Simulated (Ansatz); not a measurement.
ZnS in Ansatz: convergence with scf exx energy threshold

Input of the first run (scf exx energy threshold 0.01); the others differ in this setting and in those tied to it:

input.yaml

```yaml
crystal:
  lattice:
    - [0.0, 2.702, 2.702]
    - [2.702, 0.0, 2.702]
    - [2.702, 2.702, 0.0]
  atoms:
    - { symbol: Zn, position: [0.75, 0.75, 0.75] }
    - { symbol: S, position: [0.0, 0.0, 0.0] }
hamiltonian:
  xc: hse06
  pseudopotentials: { kind: paw }
kpoints:
  mp_grid: { grid: [5, 5, 5] }
scf:
  occupations: { method: gaussian, width: 0.05 }
  exx: { energy_threshold: 0.01 }
output:
  forces: true
  stress: true
  eigenvalues: true
```

Potentials or basis: Ansatz PAW.

Run with:

```sh
$ ansatz run input.yaml --threads 2 --pin off --max-ram 5632MiB --backend cpu --events-out ev --progress --plain --runs-dir out
```

Hardware: 2 threads of Intel(R) Xeon(R) Processor @ 2.50GHz (Skylake/Cascade Lake) (shared host).

```tsv
scf exx energy threshold	energy less the tightest run, at zero smearing (meV/atom)	SCF cycles	CPU time (s)	peak memory (GiB)
0.01	0.00	12	44	0.77
0.001	0.00	12	44	0.77
0.0001	0.00	12	45	0.78
1e-05	0.00	15	48	0.77
1e-06	0.00	15	53	0.77
1e-07	0.00	19	55	0.77
```

Against the tightest run, the energy stays within 1 meV/atom from 0.01 on. The tightest run that finished is the yardstick and may itself not be fully converged.

Caveat, for the tightest run too: odd divisions of the mesh miss points on the zone boundary, where band edges often lie, so the gap on the mesh can be too wide.
